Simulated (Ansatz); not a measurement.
# Te2Mo: the cost of one run

Computed with Ansatz 0.2.0 (DFT PBE+D3(BJ), scalar-relativistic, plane waves, PAW, unless a step's input says otherwise).

2 further runs of the same task are left out: 2 set aside as unsound or not needed.

## (1) The system as given

The structure is hexagonal, space group P-6m2 (No. 187). Conventional cell: a = 3.495 Å, b = 3.495 Å, c = 7.625 Å, α = 90.00°, β = 90.00°, γ = 120.00°. Around Te (site symmetry 3m) lie 3 Mo at 2.72 Å. Mo (site symmetry -6m2) is surrounded by 6 Te at 2.72 Å.

Structure file:

```cif
data_structure
_symmetry_space_group_name_H-M 'P 1'
_symmetry_Int_Tables_number 1
_cell_length_a 3.4952
_cell_length_b 3.4952
_cell_length_c 7.6246
_cell_angle_alpha 90.000
_cell_angle_beta 90.000
_cell_angle_gamma 120.000
_cell_volume 80.66
loop_
_atom_site_label
_atom_site_type_symbol
_atom_site_fract_x
_atom_site_fract_y
_atom_site_fract_z
_atom_site_occupancy
Te1 Te 0.33333 0.66667 0.76141 1
Te2 Te 0.33333 0.66667 0.23859 1
Mo1 Mo 0.00000 0.00000 0.00000 1
```

It goes back to an entry of the Materials Project, which need not be the stable form.

This cell was relaxed beforehand with the same method: volume 26.89 Å³/atom, gap on the mesh 0.97 eV.

## (2) What is varied

The energy is mapped over two normal modes frozen in (zone-centre modes of the cell shown).

- amplitude of mode 4 (115 cm⁻¹), largest displacement: 7 values from −0.155 to 0.155 Å
- amplitude of mode 8 (235 cm⁻¹), largest displacement: 7 values from −0.15 to 0.15 Å

Nothing else is relaxed (the cell and all other modes fixed). Energies count from the relaxed high-symmetry cell. Points are written as (first, second).

The modes come from a phonon run on the reference cell, made beforehand.

Displacement patterns for an amplitude of 1 (Å):

```
atom      x1     y1     z1     x2      y2     z2
 Te1   1.000  0.000  0.000  0.000  -0.376  0.000
 Te2  -1.000  0.000  0.000  0.000  -0.376  0.000
 Mo3   0.000  0.000  0.000  0.000   1.000  0.000
```

## (3) Point (−0.052 Å, −0.15 Å)

input.yaml

```yaml
crystal:
  lattice:
    - [3.4951583719, 0.0, 0.0]
    - [-1.747579186, 3.0268959403, 0.0]
    - [0.0, 0.0, 7.624554666]
  atoms:
    - { symbol: Te, position: [0.3278574128, 0.6852986067, 0.7614144829] }
    - { symbol: Te, position: [0.3574411939, 0.6852986067, 0.2385855171] }
    - { symbol: Mo, position: [-0.0247778587, -0.0495557175, 0.0] }
basis:
  ecutwfc: 420
kpoints:
  mp_grid: { grid: [9, 9, 4] }
hamiltonian:
  xc: pbe
  dispersion: d3bj
scf:
  occupations: { method: gaussian, width: 0.05 }
output:
  forces: true
  stress: true
  eigenvalues: true
```

Launch:

```console
$ ansatz run input.yaml --threads 1 --pin off --max-ram 2048MiB --backend cpu --events-out ev --progress --plain --runs-dir out
```

**Question.** How long does this run take on 1 thread of Arm Neoverse V1, shared host, and how much memory does it need?

About 21 s, with a peak of 0.42 GiB.
